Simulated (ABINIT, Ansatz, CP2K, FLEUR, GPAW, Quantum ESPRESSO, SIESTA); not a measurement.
One structure in several programs: CsBr (Pm-3m, 2 atoms in the cell)

Self-consistent single point, at a second geometry (lattice scaled by 0.98). First geometry:

```yaml
crystal:
  lattice:
    - [4.33816, 0.00000, 0.00000]
    - [0.00000, 4.33816, 0.00000]
    - [0.00000, 0.00000, 4.33816]
  atoms:
    - { symbol: Cs, position: [0.00000, 0.00000, 0.00000] }
    - { symbol: Br, position: [0.50000, 0.50000, 0.50000] }
```

Shared settings, as Ansatz (a first-principles code) writes them: kpoints.mp_grid.grid = 6 6 6; scf.occupations.method = fixed. Potentials and cutoffs stand in the table.

```tsv
code	model	ΔF from the first geometry (meV/atom)	pressure (GPa)	gap on the mesh (eV)	cutoff
GPAW	PBE, GPAW PAW datasets PBE (gpaw-data 1.0.1)	15.2	1.55	4.622	550 eV
ABINIT	PBE, PAW (JTH v2.0 PBE PAW)	15.8	1.40	4.607	21 Ha
CP2K	PBE, GPW, DZVP-MOLOPT-SR-GTH basis, GTH-PBE potentials (GTH_POTENTIALS)	16.1	1.66	4.683	grid 500 Ry
SIESTA	GGA PBE, numerical atomic orbitals DZP, PseudoDojo PBE standard norm-conserving potentials (rewritten from UPF to PSML)	15.0	1.60	4.468	grid 400 Ry
Ansatz	PBE, PAW files	14.3	1.50	4.620	420 eV
Quantum ESPRESSO	PBE, PseudoDojo standard norm-conserving (PBE) pseudopotentials	14.0	1.47	4.620	50 Ry
FLEUR	PBE, all-electron FLAPW (FLEUR), scalar-relativistic valence	14.6	–	4.721	Kmax 3.8 1/bohr
```

A dash marks a value that a program does not give, or that is left out as unsure.

Gaps are read on the mesh.

The spread over the programs that give each value: ΔF from the first geometry within 2.1 meV/atom; pressure within 0.26 GPa; gap on the mesh within 0.253 eV.

CP2K and SIESTA use small atom-centred bases, whose incompleteness enters pressures, forces and empty levels differently from a plane-wave cutoff. FLEUR treats all electrons, but the usual bases taken here (sphere radii, linearisation, local orbitals, empty states) were not tested for convergence, so the values are no reference for the others. Ansatz's pressure is given at a fixed set of plane waves, as the other plane-wave codes print theirs. In the gap, SIESTA (by 0.152) lies more than 0.12 eV from the median of the plane-wave programs.

The starting cell comes from a database of computed structures (which also holds hypothetical and non-ambient phases and stackings), without a prior relaxation at this level. Its lattice was rescaled by a random factor within 2.5 % of one. For this run, on top of that: lattice scaled by 0.98.

Left out of this page: Elk (failed or unconverged).

Keys are those of Ansatz 0.2.
